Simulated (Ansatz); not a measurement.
**One atom moved along a line in SnSe**

Level of theory: DFT LDA, scalar-relativistic, plane waves, PAW (Ansatz 0.2.0). The runs took a 420 eV cutoff, a Γ-centred 8×4×14 mesh and Gaussian smearing (0.15 eV). No spin polarisation. Energies are free energies at this smearing, counted from the undisturbed cell; pressure is positive in compression.

The undisturbed cell (relaxed at this level; with this scan's settings it stands at 0.2 GPa; this form isn't the usual structure):

```xyz
8
Lattice="5.7316 0.0000 0.0000 0.0000 11.7607 0.0000 0.0000 0.0000 2.9736" Properties=species:S:1:pos:R:3 pbc="T T T"
Sn    2.8658    4.3342    2.9727
Sn    2.8658    7.4265    2.9727
Sn    0.0000   10.2146    0.0008
Sn    0.0000    1.5461    0.0008
Se    2.8658    1.6505    2.9729
Se    2.8658   10.1103    2.9729
Se    0.0000    7.5308    0.0007
Se    0.0000    4.2299    0.0007
```

Atom 1 (Sn) is moved by x along the Cartesian unit vector (0.000, 0.000, -1.000); the cell and all other atoms stay fixed. The cell is metallic on the mesh throughout.

| x (Å) | ΔE (meV/cell) |
| --- | --- |
| -0.4500 | 39.9 |
| -0.1500 | 3.8 |
| 0.0000 | 0.0 |
| 0.3000 | 16.6 |

(1) Predict the force along x on the moved atoms (eV/Å) at each point.

## Answers

(1)
```csv
x (Å),force along x on the moved atoms (eV/Å)
-0.4500,0.20
-0.1500,0.05
0.0000,0.00
0.3000,-0.12
```